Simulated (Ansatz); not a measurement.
**Zr started on a Si site next to Zr started on a Si site in diamond Si, 64 atoms, charge 0**

All numbers come from Ansatz (PAW, plane waves, no spin–orbit coupling) at the single k point (¼, ¼, ¼) without its symmetry partners. The atoms were relaxed with PBEsol in a fixed cell; other functionals are single points on those atoms unless said otherwise. The valence top and gap of the host come from its small cell on a dense mesh, with the band extrema sought between the mesh points, lined up by the mean potential, PBEsol gap 0.46 eV, r²SCAN gap 0.76 eV.

Relaxed structure:

```
Si Zr
1.0
    10.86558    0.00000    0.00000
     0.00000   10.86558    0.00000
     0.00000    0.00000   10.86558
Si Zr
62 2
Direct
  0.00191 0.99627 0.99639
  0.00665 0.00050 0.49824
  0.00662 0.49813 0.00059
  0.98760 0.50310 0.50319
  0.50032 0.97908 0.97927
  0.49998 0.00583 0.48991
  0.49997 0.48979 0.00595
  0.12376 0.12325 0.12338
  0.12929 0.13767 0.62066
  0.12931 0.62052 0.13775
  0.12343 0.62511 0.62521
  0.62602 0.10706 0.10723
  0.62141 0.12506 0.62442
  0.62139 0.62433 0.12516
  0.24960 0.24628 0.99734
  0.26325 0.26909 0.50389
  0.24807 0.74460 0.00292
  0.25590 0.73990 0.49630
  0.75297 0.24497 0.00113
  0.74610 0.24636 0.49603
  0.75064 0.74254 0.99822
  0.72019 0.75453 0.51746
  0.36854 0.37283 0.12797
  0.41167 0.39932 0.61532
  0.37621 0.87122 0.12291
  0.37428 0.88178 0.61198
  0.87921 0.37235 0.12463
  0.85941 0.38029 0.63324
  0.87457 0.87299 0.12083
  0.87584 0.87366 0.61856
  0.24958 0.99720 0.24642
  0.24806 0.00282 0.74472
  0.26323 0.50376 0.26920
  0.25590 0.49623 0.74003
  0.75300 0.00100 0.24512
  0.75063 0.99809 0.74265
  0.74611 0.49595 0.24642
  0.72007 0.51740 0.75459
  0.36853 0.12783 0.37296
  0.37622 0.12272 0.87139
  0.41166 0.61508 0.39952
  0.37435 0.61192 0.88187
  0.87922 0.12453 0.37248
  0.87456 0.12070 0.87312
  0.85943 0.63314 0.38034
  0.87579 0.61842 0.87375
  0.00512 0.25169 0.25180
  0.99472 0.25187 0.74825
  0.99476 0.74812 0.25195
  0.99718 0.75011 0.75025
  0.48917 0.22573 0.22586
  0.49902 0.25269 0.75036
  0.49899 0.75018 0.25290
  0.42209 0.81868 0.81872
  0.12381 0.38066 0.38078
  0.12866 0.37322 0.87072
  0.12864 0.87058 0.37334
  0.12931 0.87228 0.87238
  0.61128 0.34672 0.34679
  0.62683 0.36932 0.88027
  0.62682 0.88014 0.36943
  0.63691 0.84773 0.84786
  0.67274 0.50450 0.50455
  0.51974 0.65930 0.65924
```

Chemical potentials μ are those of reference phases of the elements at zero temperature by the same functional (the usual solids, diamond for C, grey Sn, and the molecules H2, N2, O2, F2, Cl2, Br2 and S8).

```csv
functional,E(defect) − E(host) − Σ nμ + q·E_VBM (eV),monopole (eV),alignment (eV),formation energy at E_F = VBM (eV),moment (μB),"wall time, shared host"
PBEsol,2.90,0.00,0.00,2.90,0 (no spin),73 s on NVIDIA H100 (relaxation)
r²SCAN,4.03,0.00,0.00,4.03,0 (no spin),14 s on NVIDIA H100
```

r²SCAN one-electron levels near the gap (the ten most localised at most), from the host's valence top:

```csv
level (eV),spin,filling,atoms sharing it,element of the atom with most weight
-0.14,both,2.00,34.3,spread
-0.09,both,2.00,22.2,spread
0.09,both,2.00,13.5,Zr
0.84,both,0.00,15.6,Zr
0.96,both,0.00,13.2,Zr
0.97,both,0.00,46.6,spread
```

The runs had no spin; a d shell or close levels can favour a state with a moment.

One k point and a cell of this size can leave errors of several tenths of an eV in such numbers.
